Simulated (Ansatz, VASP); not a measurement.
**One calculation of Ru, two programs**

INCAR

```
SYSTEM = Ru
  PREC = Accurate
  ENCUT = 520
  EDIFF = 1E-6
  ISMEAR = 0
  SIGMA = 0.15
  LREAL = .False.
  LASPH = .True.
  NELM = 100
  ALGO = Fast
  ISIF = 2
  LWAVE = .False.
  LCHARG = .False.
  GGA = PS
  NBANDS = 21
```

Contents of KPOINTS:

```
regular mesh
0
Gamma
  21 21 12
  0 0 0
```

File POSCAR:

```
Ru
1.0
    2.6468390635      0.0000000000      0.0000000000
   -1.3234195317      2.2922298687      0.0000000000
    0.0000000000      0.0000000000      4.3209647712
Ru
2
Direct
    0.3333333333      0.6666666667      0.2500000000
    0.6666666667      0.3333333333      0.7500000000
```

Input for Ansatz:

```yaml
crystal:
  lattice:
    - [2.6468390635, 0.0, 0.0]
    - [-1.3234195317, 2.2922298687, 0.0]
    - [0.0, 0.0, 4.3209647712]
  atoms:
    - { symbol: Ru, position: [0.3333333333, 0.6666666667, 0.25] }
    - { symbol: Ru, position: [0.6666666667, 0.3333333333, 0.75] }
basis:
  ecutwfc: 420
kpoints:
  mp_grid: { grid: [21, 21, 12] }
hamiltonian:
  xc: pbesol
  pseudopotentials: { kind: paw, azcp: { folder: soft_1 } }
scf:
  occupations: { method: gaussian, width: 0.15 }
output:
  forces: true
  stress: true
  eigenvalues: true
```

Alike in both runs: task single point; functional PBEsol; k mesh 21 × 21 × 12; occupations gaussian, width 0.15 eV; no spin polarisation.

|  | VASP | Ansatz |
| --- | --- | --- |
| version | VASP 6.6.1 | Ansatz 0.2.0 |
| potentials or method | VASP PAW PBE potentials, release 64 (Ru_pv) | scalar-relativistic, plane waves, PAW |
| plane-wave cutoff (eV) | 520 | 420 |
| valence electrons in the cell | 28 | 32 |

```csv
,VASP,Ansatz,Ansatz less VASP
gap on the k mesh at the Fermi level (eV),none,none,-
pressure (GPa),5.8,5.9,+0.04
largest component of the traceless stress (GPa),11.34,11.36,+0.018
```

A gap of «none» marks a metal or a gap that the smearing closes. The two sets of potentials don't hold the same shells in valence. Ansatz warned: «pseudo_functional_mismatch».

Caveats: the PAW data sets were made with another functional, which shifts forces and pressure a little (VASP).
